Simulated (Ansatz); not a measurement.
Crystal: BP.

```
P B
1.0
     0.00000    2.26900    2.26900
     2.26900    0.00000    2.26900
     2.26900    2.26900    0.00000
P B
1 1
Direct
  0.75000 0.75000 0.75000
  0.00000 0.00000 0.00000
```

Base run:

| Quantity | Value |
| --- | --- |
| Program | Ansatz 0.2.0 |
| Functional | LDA |
| Potentials or basis | all-electron LAPW, scalar-relativistic |
| Cutoff | 283 eV (chosen from the basis error) |
| Basis error allowed | 0.001 eV/atom |
| k mesh | 10 × 10 × 10 |
| Occupations | gaussian, width 0.05 eV |
| Spin | no spin polarisation |

Its results: band gap on the k mesh 1.19 eV, indirect (least direct gap 3.38 eV); pressure -5.2 GPa.

Question: The run is repeated on the same cell with these changes: functional from LDA to PBEsol; occupations from gaussian, width 0.05 eV to gaussian, width 0.1 eV. What comes out?

Answer: Band gap on the k mesh 1.14 eV, indirect (least direct gap 3.37 eV); pressure -2.0 GPa.

A k mesh can miss the band edges.
